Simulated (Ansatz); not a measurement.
The system is GaCo.

```xyz
2
Lattice="2.8780 0.0000 0.0000 0.0000 2.8780 0.0000 0.0000 0.0000 2.8780" Properties=species:S:1:pos:R:3 pbc="T T T"
Ga    1.4390    1.4390    1.4390
Co    0.0000    0.0000    0.0000
```

Base run:

| Item | Value |
| --- | --- |
| Program | Ansatz 0.2.0 |
| Functional | PBE |
| Potentials or basis | Ansatz PAW |
| Cutoff | 420 eV (not typed: the program's choice for these potentials) |
| k mesh | 8 × 8 × 8 |
| Occupations | fermi-dirac, width 0.05 eV |
| Spin | collinear spin, ferromagnetic start |
| Starting moments | [0.0, 1.5] μB |
| Fixed moment | 1.5 μB |

Its results: pressure 10.0 GPa; site moments Ga +0.02; Co +1.42 μB.

Task: The run is repeated on the same cell with these changes: fixed moment from 1.5 μB to 2.5 μB; moments at the start from [0.0, 1.5] to [0.0, 2.5]. What comes out?

Result: Pressure 27.1 GPa; site moments Ga +0.17; Co +2.10 μB.

Caveats: the total moment is fixed, so each spin has its own Fermi level; the thresholds are loose for stress.
